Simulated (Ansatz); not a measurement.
Crystal: BaTiO3.

```
CELL_PARAMETERS angstrom
4.00730 0.00000 0.00000
0.00000 4.00730 0.00000
0.00000 0.00000 8.01460
ATOMIC_POSITIONS crystal
Ba 0.57741 0.59500 0.23992
Ba 0.51332 0.45608 0.76365
Ti 0.03541 0.99821 0.01324
Ti 0.94999 0.97117 0.51853
O 0.56907 0.92563 0.97977
O 0.42933 0.96655 0.50053
O 0.96890 0.59557 0.98415
O 0.95413 0.46286 0.52367
O 0.96185 0.01025 0.22399
O 0.04058 0.01868 0.75255
```

* Program: Ansatz 0.2.0
* Task: relaxation of cell and atoms
* Functional: BLYP
* Potentials or basis: Ansatz PAW
* Cutoff: 420 eV (not typed: the program's choice for these potentials)
* k mesh: 7 × 7 × 4
* Occupations: fermi-dirac, width 0.05 eV
* Spin: no spin polarisation

At the start: volume 12.87 Å³/atom.

**Question.** How do energy, volume and symmetry change on relaxing?

**Answer.** It ends after 29 steps and the volume is 14.17 Å³/atom (+10.1 %); space group Pmc2_1 (No. 26, to 0.05 Å).

Step by step:
```csv
step,energy change (eV),largest force (eV/Å),volume (Å³)
1,0.0000,8.1549,128.70
2,-3.6895,3.6441,137.21
3,-4.7617,1.0680,136.68
4,-5.0270,0.1032,139.60
5,-5.0348,0.0141,138.97
6,-5.0362,0.0186,138.92
7,-5.0367,0.0124,139.05
8,-5.0368,0.0011,139.03
9,-5.1017,0.0030,139.03
10,-5.1039,0.0123,140.27
11,-5.1029,0.0453,140.71
12,-5.1028,0.0048,140.79
13,-5.1029,0.0081,140.78
14,-5.1029,0.0096,140.79
15,-5.1028,0.0044,140.80
16,-5.1028,0.0061,140.80
17,-5.1029,0.0032,140.79
18,-5.1029,0.0037,140.80
19,-5.1028,0.0087,140.80
20,-5.1028,0.0168,140.82
21,-5.1027,0.0084,140.91
22,-5.1025,0.0207,140.98
23,-5.1024,0.0203,141.01
24,-5.1030,0.0033,140.98
25,-5.1144,0.0028,140.98
26,-5.1137,0.0054,141.46
27,-5.1158,0.0053,141.46
28,-5.1152,0.0036,141.67
29,-5.1161,0.0036,141.67
```

Final structure:
```
Ba Ti O
1.0
     3.97221    0.00004    0.00013
     0.00004    4.10335   -0.00002
     0.00025   -0.00004    8.69173
Ba Ti O
2 2 6
Direct
  0.50001 0.49177 0.26427
  0.50006 0.50823 0.76425
  0.00004 0.97896 0.02126
  0.00017 0.02105 0.52122
  0.49999 0.01964 0.99048
  0.49986 0.98037 0.49047
  0.00001 0.52654 0.99483
  0.99990 0.47346 0.49483
  0.99997 0.99833 0.22921
  0.99999 0.00165 0.72918
```

Caveat: the plane-wave basis is chosen anew once the cell has moved, so the energies of steps on either side of that aren't comparable; the pressure holds a Pulay correction of +0.6 GPa for the finite cutoff; the volume moved by +10 % from the deposited cell, more than functionals usually miss; the PAW data sets come from PBE, with cores solved anew for the run's functional, which leaves a small shift of forces and pressure.
